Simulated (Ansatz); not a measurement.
The system is HfO2.

```
CELL_PARAMETERS angstrom
5.21946 0.00000 0.00000
0.00000 5.00476 0.00000
0.00000 0.00000 5.03269
ATOMIC_POSITIONS crystal
Hf 0.96699 0.73252 0.74144
Hf 0.53301 0.73252 0.24144
Hf 0.46699 0.26748 0.74144
Hf 0.03301 0.26748 0.24144
O 0.63213 0.92865 0.87927
O 0.86787 0.92865 0.37927
O 0.23395 0.53988 0.49229
O 0.26605 0.53988 0.99229
O 0.76605 0.46012 0.99229
O 0.73395 0.46012 0.49229
O 0.13213 0.07135 0.87927
O 0.36787 0.07135 0.37927
```

Measurements of this composition are mostly on another form, of space group No. 14.

```yaml
Program: Ansatz 0.2.0
Task: relaxation of cell and atoms
Functional: BLYP
Dispersion: D4
Potentials_or_basis: Ansatz PAW
Cutoff: "420 eV (not typed: the program's choice for these potentials)"
k_mesh: 5 × 6 × 5
Occupations: fermi-dirac, width 0.05 eV
Spin: no spin polarisation
```

At the start: volume 10.96 Å³/atom.

Task: Where does the relaxation end?

Result: It ends after 9 steps and the volume is 11.42 Å³/atom (+4.2 %); space group Pca2_1 (No. 29, to 0.05 Å).

The path:
```tsv
step	energy change (eV)	largest force (eV/Å)	volume (Å³)
1	0.0000	0.1419	131.46
2	-0.1083	0.0614	137.50
3	-0.1206	0.0464	136.56
4	-0.1220	0.0334	136.53
5	-0.1222	0.0382	136.76
6	-0.1224	0.0009	136.75
7	-0.1619	0.0025	136.75
8	-0.1607	0.0019	137.02
9	-0.1623	0.0017	137.02
```

Final structure:
```cif
data_structure
_symmetry_space_group_name_H-M 'P 1'
_symmetry_Int_Tables_number 1
_cell_length_a 5.2971
_cell_length_b 5.0690
_cell_length_c 5.1031
_cell_angle_alpha 90.000
_cell_angle_beta 90.000
_cell_angle_gamma 90.000
_cell_volume 137.02
loop_
_atom_site_label
_atom_site_type_symbol
_atom_site_fract_x
_atom_site_fract_y
_atom_site_fract_z
_atom_site_occupancy
Hf1 Hf 0.96793 0.73406 0.73979 1
Hf2 Hf 0.53207 0.73406 0.23979 1
Hf3 Hf 0.46793 0.26594 0.73979 1
Hf4 Hf 0.03207 0.26594 0.23979 1
O1 O 0.63469 0.93292 0.88326 1
O2 O 0.86531 0.93292 0.38326 1
O3 O 0.22864 0.53757 0.48995 1
O4 O 0.27136 0.53757 0.98995 1
O5 O 0.77136 0.46243 0.98995 1
O6 O 0.72864 0.46243 0.48995 1
O7 O 0.13469 0.06708 0.88326 1
O8 O 0.36531 0.06708 0.38326 1
```

Caveat: the plane-wave basis is chosen anew once the cell has moved, so the energies of steps on either side of that aren't comparable; the pressure holds a Pulay correction of +0.9 GPa for the finite cutoff; the PAW data sets come from PBE, with cores solved anew for the run's functional, which leaves a small shift of forces and pressure.
